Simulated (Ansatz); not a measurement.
## Zr in Ansatz: the effect of functional

Zr:

```
Zr
1.0
     3.16602    0.00000    0.00000
    -1.58301    2.74186    0.00000
     0.00000    0.00000    5.04193
Zr
2
Direct
  0.66667 0.33333 0.75000
  0.33333 0.66667 0.25000
```

The cell isn't the ideal one: volume scaled by 0.94.

Alike in all runs:

- Program: Ansatz 0.2.0
- Task: single point
- Potentials or basis: Ansatz PAW
- k mesh: 9 × 9 × 5
- Occupations: fermi-dirac, width 0.05 eV
- Spin: no spin polarisation

| functional | cutoff | pressure (GPa) |
| --- | --- | --- |
| LDA | 420 eV (not typed: the program's choice for these potentials) | -0.3 |
| r2SCAN | 500 eV (not typed: the program's choice for these potentials) | ? |
| PBE | 420 eV (not typed: the program's choice for these potentials) | 7.0 |

Q: What does the run with functional r2SCAN give?

A: Pressure 7.6 GPa.

Caveats: the PAW data sets come from PBE, with cores solved anew for the run's functional, which leaves a small shift of forces and pressure (some runs).
